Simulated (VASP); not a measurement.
Crystal: MnAs.

```xyz
2
Lattice="3.3616 0.0000 0.0000 0.0000 3.3616 0.0000 0.0000 0.0000 3.3616" Properties=species:S:1:pos:R:3 pbc="T T T"
Mn    0.0000    0.0000    0.0000
As    1.6808    1.6808    1.6808
```

The cell was built by a generator and needn't be a form met in nature.

* Program: VASP 6.6.1
* Task: relaxation of cell and atoms
* Functional: r2SCAN
* Potentials or basis: VASP PAW PBE potentials, release 64 (Mn_pv, As)
* Cutoff: 600 eV
* k mesh: 8 × 8 × 8
* Occupations: gaussian, width 0.05 eV
* Spin: collinear spin, ferromagnetic start
* Starting moments: [4.0, 0.0] μB

At the start: pressure -7.3 GPa; volume 18.99 Å³/atom.

Question: How do energy, volume and symmetry change on relaxing?

Answer: Over 3 steps the energy falls by 65.0 meV/atom and the volume is 16.61 Å³/atom (-12.6 %); space group Pm-3m (No. 221, to 0.05 Å); moment 3.71 μB per cell.

Step by step:
| step | energy change (eV) | largest force (eV/Å) | pressure (GPa) | volume (Å³) |
| --- | --- | --- | --- | --- |
| 1 | 0.0000 | 0.0000 | -7.28 | 37.99 |
| 2 | -0.1294 | 0.0000 | -0.57 | 33.44 |
| 3 | -0.1299 | 0.0000 | 0.02 | 33.21 |

Final structure:
```
CELL_PARAMETERS angstrom
3.21444 0.00000 0.00000
0.00000 3.21444 0.00000
0.00000 0.00000 3.21444
ATOMIC_POSITIONS crystal
Mn 0.00000 0.00000 0.00000
As 0.50000 0.50000 0.50000
```

Caveat: the PAW data sets were made with another functional, which shifts forces and pressure a little; a cell with one magnetic atom can't hold antiferromagnetic order, which such compounds often take.
